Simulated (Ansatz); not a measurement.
# Si2W: the cost of one run

Program: Ansatz 0.2.0. Level of theory: DFT PBE, scalar-relativistic, plane waves, PAW. These are calculated values, not measurements.

2 further runs of the same task are left out: 2 set aside as unsound or not needed.

## 1. The structure to begin with

Symmetry: I4/mmm, No. 139, tetragonal system. Conventional cell: a = 3.229 Å, b = 3.229 Å, c = 7.867 Å, α = 90.00°, β = 90.00°, γ = 90.00°. Si (site symmetry 4mm) has 5 Si at 2.60 to 2.64 Å and 5 W at 2.63 Å as nearest neighbours. W (site symmetry 4/mmm) has 10 Si at 2.63 Å as nearest neighbours.

Coordinates:

```
Si W
1.0
     3.22900   -3.22900    0.00000
    -3.22900   -3.22900    0.00000
     0.00000    0.00000   -7.86683
Si W
8 4
Direct
  0.00000 0.00000 0.66543
  0.50000 0.00000 0.16543
  0.50000 0.50000 0.66543
  0.00000 0.50000 0.16543
  0.00000 0.00000 0.33457
  0.50000 0.00000 0.83457
  0.50000 0.50000 0.33457
  0.00000 0.50000 0.83457
  0.00000 0.50000 0.50000
  0.50000 0.50000 0.00000
  0.50000 0.00000 0.50000
  0.00000 0.00000 0.00000
```

It is built from the cell relaxed beforehand with the same method (13.67 Å³/atom).

## 2. The reference cell

The cell is repeated 4 times, 12 atoms in all. The reference gives a free energy of -46629.8448 eV, pressure 0.05 GPa, largest force 0.009 eV/Å and gap on the mesh none (metal). It was computed beforehand with the settings of the runs below.

## 3. Setting up a one-atom displacement scan

Atom 9 (W) is moved by x along the Cartesian unit vector (0.000, 0.000, 1.000); the cell and all other atoms stay fixed. Forces below are components along that vector, summed over the moved atoms. In a periodic cell its images move with it.

## 4. At x = -0.100 Å

The input, input.yaml:

```yaml
crystal:
  lattice:
    - [3.2289953136, -3.2289953136, 0.0]
    - [-3.2289953136, -3.2289953136, 0.0]
    - [0.0, 0.0, -7.866827819]
  atoms:
    - { symbol: Si, position: [0.0, 0.0, 0.6654255941] }
    - { symbol: Si, position: [0.5, 0.0, 0.1654255941] }
    - { symbol: Si, position: [0.5, 0.5, 0.6654255941] }
    - { symbol: Si, position: [0.0, 0.5, 0.1654255941] }
    - { symbol: Si, position: [0.0, 0.0, 0.3345744059] }
    - { symbol: Si, position: [0.5, 0.0, 0.8345744059] }
    - { symbol: Si, position: [0.5, 0.5, 0.3345744059] }
    - { symbol: Si, position: [0.0, 0.5, 0.8345744059] }
    - { symbol: W, position: [0.0, 0.5, 0.512711604] }
    - { symbol: W, position: [0.5, 0.5, 0.0] }
    - { symbol: W, position: [0.5, 1.0, 0.5] }
    - { symbol: W, position: [0.0, 1.0, 0.0] }
basis:
  ecutwfc: 420
kpoints:
  mp_grid: { grid: [10, 10, 6] }
hamiltonian:
  xc: pbe
scf:
  occupations: { method: gaussian, width: 0.15 }
output:
  forces: true
  stress: true
  eigenvalues: true
  write_density: true
  write_potential: true
  elf: true
  volumetric_format: npy
```

Launch:

```console
> ansatz run input.yaml --threads 1 --pin off --max-ram 2560MiB --backend cpu --events-out ev --progress --plain --runs-dir out
```

**Question.** How long does this run take on 1 thread of Intel Xeon 6975P-C (Granite Rapids), shared host, and how much memory does it need?

About 49 s, with a peak of 0.8 GiB.
